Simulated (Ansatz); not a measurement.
A 3-atom cell of PtS2 started from a crystallographic database was relaxed with 3 functionals in the PAW code Ansatz, cell and atoms free, the symmetry of the start kept (meshes: PBE-D3(BJ) 12×12×6, r2SCAN+rVV10 12×12×6, PBE-D4 12×12×6). No spin polarisation and no zero-point or thermal motion.

The PBE-D4 result:
Space group P-3m1 (No. 164). a = 3.584 Å, b = 3.584 Å, c = 4.685 Å, α = 90.00°, β = 90.00°, γ = 120.00°
```tsv
atom	site	symmetry	x	y	z
Pt	1a	-3m.	0.0000	0.0000	0.0000
S	2d	3m.	0.3333	0.6667	0.2577
```

Space group P-3m1 (No. 164), trigonal; a = 3.584 Å, c = 4.685 Å in the conventional setting, 17.37 Å³ an atom. Pt is surrounded by 6 S at 2.40 Å; S is surrounded by 3 Pt at 2.40 Å.

Question: Order the functionals by the relaxed volume, smallest first.
A. PBE-D3(BJ)
B. r2SCAN+rVV10
C. PBE-D4

Answer: A (17.27 Å³/atom), C (17.37 Å³/atom), B (18.66 Å³/atom).

Question: What lattice does r2SCAN+rVV10 give?

Answer: a = 3.553 Å, c = 5.123 Å; the volume differs by +7.4 % from PBE-D4's. Around Pt lie 6 S at 2.39 Å; around S lie 3 Pt at 2.39 Å.

Question: What lattice does PBE-D3(BJ) give?

Answer: a = 3.583 Å, c = 4.661 Å; the volume differs by -0.6 % from PBE-D4's. Pt is surrounded by 6 S at 2.39 Å; S is surrounded by 3 Pt at 2.39 Å.
